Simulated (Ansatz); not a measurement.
# Pressure coefficients of SrO

```cif
data_structure
_symmetry_space_group_name_H-M 'Fm-3m'
_symmetry_Int_Tables_number 225
_cell_length_a 5.1396
_cell_length_b 5.1396
_cell_length_c 5.1396
_cell_angle_alpha 90.000
_cell_angle_beta 90.000
_cell_angle_gamma 90.000
_cell_volume 135.77
loop_
_atom_site_label
_atom_site_type_symbol
_atom_site_symmetry_multiplicity
_atom_site_Wyckoff_symbol
_atom_site_fract_x
_atom_site_fract_y
_atom_site_fract_z
_atom_site_occupancy
Sr1 Sr 4 a 0.00000 0.00000 0.00000 1
O1 O 4 b 0.50000 0.00000 0.00000 1
```

The runs use the primitive cell with vectors (0.000, 2.570, 2.570), (2.570, 0.000, 2.570), (2.570, 2.570, 0.000) Å, to which the k mesh refers.

The cell comes from COD entry 1100027, which wasn't checked; take it as a given geometry. It is an old determination, and later ones may differ.

Level of theory: DFT, LDA, all-electron LAPW, scalar-relativistic in Ansatz 0.2.0.

Settings: a Γ-centred 8×8×8 k mesh, Fermi–Dirac smearing of 0.02 eV, basis error target 0.25 meV/atom, no spin polarisation.

The cell is scaled evenly with fractional coordinates held. Semilocal gaps are too small, but their slopes carry over better.

```tsv
V/V(cell)	P (GPa)	gap on the k mesh (eV)
0.9400	1.93	3.106
0.9500	0.76	3.116
0.9600	-0.35	3.125
0.9750	-1.89	3.138
0.9800	-2.37	3.141
0.9900	-3.30	3.149
1.0000	-4.17	3.156
1.0100	-5.00	3.162
1.0200	-5.78	3.168
1.0250	-6.15	3.171
1.0400	-7.21	3.178
1.0500	-7.87	3.182
```

Question: From the rows at 0.9900 and 1.0100, what is the bulk modulus at the cell's volume?

Answer: B = −ΔP/Δln V = −[(-5.00) − (-3.30)]/0.02000 = 85.0 GPa. This is the modulus at -4.17 GPa, not at zero pressure.

Question: What are the gap's volume deformation potential and pressure coefficient?

Answer: dEg/dln V = (3.162 − 3.149)/0.02000 = 0.65 eV, and dEg/dP = −(dEg/dln V)/B = -7.6 meV/GPa: pressure narrows the gap.

Question: Predict the row at V/V(cell) = 1.0600. How far is a linear estimate of P off?

Answer: P = -8.48 GPa, gap 3.186 eV. The linear estimate P(cell) − B ln(V/V(cell)) = -9.12 GPa misses by 0.64 GPa, since the modulus falls on expansion.
